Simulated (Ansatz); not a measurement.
## Every step of a relaxation of As (hcp type)

DFT, PBE, PAW with Ansatz's default frozen-core files, scalar-relativistic (Ansatz 0.2.0); a Γ-centred 16×16×9 k mesh, Fermi–Dirac smearing of 0.05 eV, no spin polarisation. The run relaxes cell and atoms at a target pressure of 0 GPa.

Command: `ansatz run input.yaml --threads 1 --pin off --max-ram 3072MiB --backend cpu --events-out ev --progress --plain --runs-dir out` It took 56 s on 1 thread of Intel(R) Xeon(R) Platinum 8259CL CPU @ 2.50GHz (Skylake/Cascade Lake), on a shared host, peak memory 0.46 GiB.

PAW: frozen-core files, cutoff 420 eV; forces are relaxed below 0.005 eV/Å.

Each step lists its free energy a cell above the last geometry, the pressure, the cell vectors (Å), and Cartesian positions (Å) with forces (eV/Å).

The first step:

```
step 1  dF = 6.40 meV  P = 1.25 GPa
  cell 3.0032 0.0000 0.0000  -1.5016 2.6008 0.0000  0.0000 0.0000 4.8651
  As 0.0000 1.7339 1.2163   0.0000 0.0000 0.0000
  As 1.5016 0.8669 3.6488   0.0000 0.0000 0.0000
```

Question: Where does the relaxation end, and by which steps?

Answer: After 11 geometries, with conventional a, b, c = 3.053, 3.053, 4.763 Å, at 19.226 Å³/atom (+1.19 % against the start) in space group P6_3/mmc, with a shortest distance of 2.963 Å. The further steps:
```
step 2  dF = 5.31 meV  P = -0.94 GPa
  cell 3.0355 0.0000 0.0000  -1.5177 2.6288 0.0000  0.0000 0.0000 4.8901
  As 0.0000 1.7525 1.2225   0.0000 0.0000 0.0000
  As 1.5177 0.8763 3.6676   0.0000 0.0000 0.0000
step 3  dF = 3.76 meV  P = -0.13 GPa
  cell 3.0254 0.0000 0.0000  -1.5127 2.6201 0.0000  0.0000 0.0000 4.8698
  As 0.0000 1.7467 1.2174   0.0000 0.0000 0.0000
  As 1.5127 0.8734 3.6524   0.0000 0.0000 0.0000
step 4  dF = 2.78 meV  P = 0.11 GPa
  cell 3.0277 0.0000 0.0000  -1.5139 2.6221 0.0000  0.0000 0.0000 4.8428
  As 0.0000 1.7481 1.2107   0.0000 0.0000 0.0000
  As 1.5139 0.8740 3.6321   0.0000 0.0000 0.0000
step 5  dF = 1.49 meV  P = 0.17 GPa
  cell 3.0340 0.0000 0.0000  -1.5170 2.6275 0.0000  0.0000 0.0000 4.8152
  As 0.0000 1.7517 1.2038   0.0000 0.0000 0.0000
  As 1.5170 0.8758 3.6114   0.0000 0.0000 0.0000
step 6  dF = 6.07 meV  P = 1.12 GPa  (not accepted)
  cell 3.1008 0.0000 0.0000  -1.5504 2.6854 0.0000  0.0000 0.0000 4.5765
  As 0.0000 1.7903 1.1441   0.0000 0.0000 0.0000
  As 1.5504 0.8951 3.4324   0.0000 0.0000 0.0000
step 7  dF = 1.76 meV  P = -0.01 GPa  (not accepted)
  cell 3.0771 0.0000 0.0000  -1.5386 2.6649 0.0000  0.0000 0.0000 4.6959
  As 0.0000 1.7766 1.1740   0.0000 0.0000 0.0000
  As 1.5386 0.8883 3.5219   0.0000 0.0000 0.0000
step 8  dF = 0.04 meV  P = -0.06 GPa
  cell 3.0564 0.0000 0.0000  -1.5282 2.6469 0.0000  0.0000 0.0000 4.7570
  As 0.0000 1.7646 1.1892   0.0000 0.0000 0.0000
  As 1.5282 0.8823 3.5677   0.0000 0.0000 0.0000
step 9  dF = 0.00 meV  P = 0.06 GPa
  cell 3.0530 0.0000 0.0000  -1.5265 2.6440 0.0000  0.0000 0.0000 4.7598
  As 0.0000 1.7627 1.1899   0.0000 0.0000 0.0000
  As 1.5265 0.8813 3.5698   0.0000 0.0000 0.0000
step 10  dF = 0.01 meV  P = -0.04 GPa
  cell 3.0526 0.0000 0.0000  -1.5263 2.6436 0.0000  0.0000 0.0000 4.7672
  As 0.0000 1.7624 1.1918   0.0000 0.0000 0.0000
  As 1.5263 0.8812 3.5754   0.0000 0.0000 0.0000
step 11  dF = 0.00 meV  P = 0.00 GPa
  cell 3.0533 0.0000 0.0000  -1.5266 2.6442 0.0000  0.0000 0.0000 4.7628
  As 0.0000 1.7628 1.1907   0.0000 0.0000 0.0000
  As 1.5266 0.8814 3.5721   0.0000 0.0000 0.0000
step 12  dF = -0.09 meV  P = 0.00 GPa  (same geometry on a basis chosen anew; earlier energies don't compare to the last digit)
  cell 3.0533 0.0000 0.0000  -1.5266 2.6442 0.0000  0.0000 0.0000 4.7628
  As 0.0000 1.7628 1.1907   0.0000 0.0000 0.0000
  As 1.5266 0.8814 3.5721   0.0000 0.0000 0.0000
```
